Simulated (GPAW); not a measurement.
**Ti: single point with optB88-vdW**

Ti:

```xyz
1
Lattice="-1.6410 1.6410 1.6410 1.6410 -1.6410 1.6410 1.6410 1.6410 -1.6410" Properties=species:S:1:pos:R:3 pbc="T T T"
Ti    0.0000    0.0000    0.0000
```

This isn't the form of Ti at room conditions, which is hcp.

```json
{"Program": "GPAW 26.7.0", "Task": "single point", "Functional": "optB88-vdW", "Potentials or basis": "GPAW PAW data sets (gpaw-data 1.2.1)", "Cutoff": "600 eV", "Basis": "pw", "k mesh": "11 × 11 × 11", "Occupations": "fermi-dirac, width 0.05 eV", "Spin": "no spin polarisation", "Maxiter": "150", "older calculator (legacy_gpaw)": "yes"}
```

| Item | Value |
| --- | --- |
| Band gap on the k mesh | none (metal or under the smearing width) |

Levels at points of the mesh, in eV from the Fermi level:
| k point | band 3 | band 4 | band 5 | band 6 | band 7 | band 8 | band 9 | band 10 |
| --- | --- | --- | --- | --- | --- | --- | --- | --- |
| (0.00, 0.00, 0.00) | -32.42 | -32.42 | -5.77 | 0.94 | 0.94 | 0.94 | 2.63 | 2.63 |

Wall time 12 s on 1 thread of Arm Neoverse V1, with other jobs on the host, peak memory 0.16 GiB.
